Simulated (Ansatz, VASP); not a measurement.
One calculation of NaCl, two programs

```
Na Cl
1.0
     2.86000    0.00000    0.00000
     0.00000    2.86000    0.00000
     0.00000    0.00000    2.86000
Na Cl
1 1
Cartesian
  0.0000 0.0000 0.0000
  1.4300 1.4300 1.4300
```

Alike in both runs: task electric field gradients; functional r2SCAN; k mesh 9 × 9 × 9; occupations fermi-dirac, width 0.03 eV; no spin polarisation.

```csv
,VASP,Ansatz
version,VASP 6.6.1,Ansatz 0.2.0
potentials or method,"VASP PAW PBE potentials, release 64 (Na_pv, Cl)","PAW with Ansatz's default frozen-core files, scalar-relativistic"
plane-wave cutoff (eV),520,500
valence electrons in the cell,14,16
```

|  | VASP | Ansatz | Ansatz less VASP |
| --- | --- | --- | --- |
| gap on the k mesh at the Fermi level (eV) | 5.42 | 5.34 | -0.089 |
| Vzz of the field gradient on the site that differs most (V/Å²) | 0.0 | 0.0 | 0.00 |

The two sets of potentials don't hold the same shells in valence.

Caveats: an odd mesh through Γ misses points on the zone boundary, where band edges often lie. r2SCAN opens gaps a little over a GGA but as a rule still falls short of measured ones.
